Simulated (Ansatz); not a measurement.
Input and command of a calculation in Ansatz (plane waves; scalar-relativistic PAW potentials unless the input names others):

```yaml
crystal:
  lattice:
    - [0.0, 3.112660836, 3.112660836]
    - [3.112660836, 0.0, 3.112660836]
    - [3.112660836, 3.112660836, 0.0]
  atoms:
    - { symbol: Cd, position: [0.0, 0.0, 0.0] }
    - { symbol: Te, position: [0.25, 0.25, 0.25] }
basis:
  ecutwfc: 420
kpoints:
  mp_grid: { grid: [10, 10, 10] }
hamiltonian:
  xc: pbe
scf:
  occupations: { method: gaussian, width: 0.02 }
  convergence: { dr2_threshold: 1.0e-11 }
  mixing: { algorithm: broyden, beta: 0.5 }
output:
  forces: true
  eigenvalues: true
  stress: true
```

```bash
ansatz run input.yaml --threads 1 --pin off --max-ram 2560MiB --backend cpu --events-out ev --progress --plain --runs-dir out
```

Abridged log:
```
Pseudopotentials: kind: paw
Pseudopotential: Cd, paw, valence charge 20, recommended cutoff 420 eV (normal)
Pseudopotential: Te, paw, valence charge 16, recommended cutoff 420 eV (normal)
Functional definition: PBE
Crystal: 2 atoms, lattice volume = 60.315 Å³
Basis set: ecut = 420 eV, 1243 PW (Γ), exchange–correlation on 60×60×60 points (8 copies of the dense FFT grid, shifted against one another)
Bands: 22, of which v1, the nominal top of the filled ones, is band 18 counted from 1 (17 counted from 0)
Symmetry: 24 space group operations
Space group: F-43m (ITA 216), of the structure as read, at distance tolerance 3.9e-5 Å
k-points: 47 of 1000 (time reversal used)
Initial density: superposition of atomic densities (neutral atoms: chi_scale 0, normalization atom), corrected by the library's trained network
Initial wavefunctions: pseudopotential atomic-orbital guess
Functional: x = pbe(κ = 0.804, μ = 0.21951497), c = pbe(β = 0.06672455)
SCF iter   1: F=—  HF=-15235.021905 eV  |F-HF|=—  |Δ(HF+E_count)|=         —  Δρ=1.27e-3  dr2=2.02e-3  ethr=1.77e-3  ⟨swp⟩=6.3  Hψ=4975  notcnv=0
SCF iter   2: F=—  HF=-15235.021379 eV  |F-HF|=—  |Δ(HF+E_count)|=   5.26e-4  Δρ=5.27e-4  dr2=1.64e-4  ethr=5.62e-6  ⟨swp⟩=2.3  Hψ=2046  notcnv=0  κ⁻¹=1.0e0(r=1)
SCF iter   3: F=—  HF=-15235.021396 eV  |F-HF|=—  |Δ(HF+E_count)|=   1.72e-5  Δρ=1.82e-4  dr2=2.02e-5  ethr=4.55e-7  ⟨swp⟩=2.4  Hψ=1638  notcnv=0  κ⁻¹=6.0e-2(r=2)
SCF iter   4: F=—  HF=-15235.021414 eV  |F-HF|=—  |Δ(HF+E_count)|=   1.76e-5  Δρ=6.99e-5  dr2=2.32e-6  ethr=5.62e-8  ⟨swp⟩=2.0  Hψ=1447  notcnv=0  κ⁻¹=1.4e-3(r=3)
SCF iter   5: F=—  HF=-15235.021403 eV  |F-HF|=—  |Δ(HF+E_count)|=   1.11e-5  Δρ=1.51e-5  dr2=7.83e-8  ethr=6.44e-9  ⟨swp⟩=2.0  Hψ=1467  notcnv=0  κ⁻¹=5.5e-5(r=4)
SCF iter   6: F=—  HF=-15235.021403 eV  |F-HF|=—  |Δ(HF+E_count)|=   2.03e-7  Δρ=2.31e-6  dr2=2.02e-9  ethr=2.18e-10  ⟨swp⟩=2.1  Hψ=1509  notcnv=0  κ⁻¹=1.8e-6(r=5)
SCF iter   7: F=—  HF=-15235.021403 eV  |F-HF|=—  |Δ(HF+E_count)|=   6.60e-9  Δρ=8.58e-7  dr2=1.53e-10  ethr=5.61e-12  ⟨swp⟩=2.0  Hψ=1693  notcnv=0  κ⁻¹=4.3e-8(r=6)
SCF iter   8: F=—  HF=-15235.021403 eV  |F-HF|=—  |Δ(HF+E_count)|=  2.26e-10  Δρ=2.38e-7  dr2=2.28e-11  ethr=1.00e-12  ⟨swp⟩=2.0  Hψ=1692  notcnv=0  κ⁻¹=3.4e-9(r=7)
SCF iter   9: F=—  HF=-15235.021403 eV  |F-HF|=—  |Δ(HF+E_count)|=  1.82e-12  Δρ=1.89e-7  dr2=1.11e-11  ethr=1.00e-12  ⟨swp⟩=6.2  Hψ=4647  notcnv=0  κ⁻¹=1.2e-10(r=8)
SCF iter  10: F=-15235.021403 eV  HF=-15235.021403 eV  |F-HF|=5.46e-12  |Δ(HF+E_count)|=  1.82e-12  Δρ=4.31e-8  dr2=5.81e-13  ethr=1.00e-12  ⟨swp⟩=5.9  Hψ=4338  notcnv=0
SCF 1 converged in 10 iterations: F = -15235.021403 eV  dr2 = 5.81e-13
SCF converged after 10 iterations
Stability not checked: this state was not tested for a lower state beside it, because the mixer in use, unlike msr1, does not test its closes by its own steps (another_mixer; see scf.mixing.algorithm and scf.lower_state_search)
Free energy (F): -15235.021403 eV
Harris-Foulkes:  -15235.021403 eV  (|F-HF|=5.46e-12)
Internal energy: -15235.021403 eV  (E = F + TS)
E sigma→0 (E₀):  -15235.021403 eV
Fermi energy:    9.873904 eV
--- Forces (eV/Å), atoms counted from 1 ---
  atom   1  Cd     0.00000000     0.00000000     0.00000000
  atom   2  Te     0.00000000     0.00000000     0.00000000
--- Stress (GPa, compression-positive) ---
        9.994340       0.000000       0.000000
        0.000000       9.994340       0.000000
        0.000000       0.000000       9.994340
  P = ⅓ Tr σ = 9.9943 GPa (99.943 kbar)
```

Apart from outputs, empty bands and the relaxation, which only the reference makes, the input differs from a reference run on usual settings in scf.convergence.dr2_threshold: not typed → 1e-11; scf.mixing.algorithm: not typed → "broyden"; scf.mixing.beta: not typed → 0.5. The reference, at the same geometry, ended its own course with pressure 9.99 GPa, largest force 0.000 eV/Å, gap on the mesh 1.14 eV. This run converged in 10 SCF iterations with an energy at zero smearing within 0.01 meV/atom of the reference's, pressure 9.99 GPa, largest force 0.000 eV/Å, gap on the mesh 1.14 eV.

The run took 4.5 s on 1 thread of Intel(R) Xeon(R) Platinum 8488C (Sapphire Rapids), on a shared host, peak memory 0.43 GiB.